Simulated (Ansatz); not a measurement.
Redistribution: C3H5Br + C2H5Br → C4H8 + CH2Br2

Species: C3H5Br (allyl bromide) `C=CCBr`, singlet; C2H5Br (bromoethane) `CCBr`, singlet; C4H8 (1-butene) `C=CCC`, singlet; CH2Br2 (dibromomethane) `BrCBr`, singlet. The partners trade Br for CH3; both sit on C, so the bond types are kept.

Shapes, held fixed at every level: PBE0-D4/def2-TZVP. Flexible molecules stand in one conformer, not always the lowest. Programs: Ansatz 0.2.0. The zero-point and thermal change to 298 K, harmonic and unscaled (PBE0-D4/def2-TZVP), is -1.0 kJ/mol.

Problem. Estimate the reaction enthalpy at 298 K.

Solution. From tabulated heats of formation (Active Thermochemical Tables, CRC Handbook of Chemistry and Physics), ΔH(298 K) = +21.0 kJ/mol. Nearest: SPW92/def2-TZVPP (+2.4); farthest: HF/def2-TZVPP (+10.5). 7 of 8 levels lie within 10 kJ/mol. The heats of C3H5Br come from older tables and can be uncertain by 10 kJ/mol or more. Relativity is left out for Br unless named. Correlated rows may include outer-core shells of Br, which these sets cover unevenly.

| level | kind | ΔH (kJ/mol) | computed − measured |
| --- | --- | --- | --- |
| HF/def2-TZVPP | Hartree–Fock | +31.5 | +10.5 |
| SPW92/def2-TZVPP | LDA | +23.4 | +2.4 |
| PBE-D4/def2-TZVPP | GGA | +23.8 | +2.8 |
| wB97M-V/def2-TZVPP | range-separated hybrid | +24.6 | +3.6 |
| B2PLYP/def2-TZVPP | double hybrid | +26.2 | +5.2 |
| MP2/def2-TZVPP | perturbation theory | +25.1 | +4.1 |
| CCSD/def2-SVP | coupled cluster or CI | +25.2 | +4.2 |
| CCSD(T)/def2-TZVPP | coupled cluster or CI | +25.7 | +4.7 |
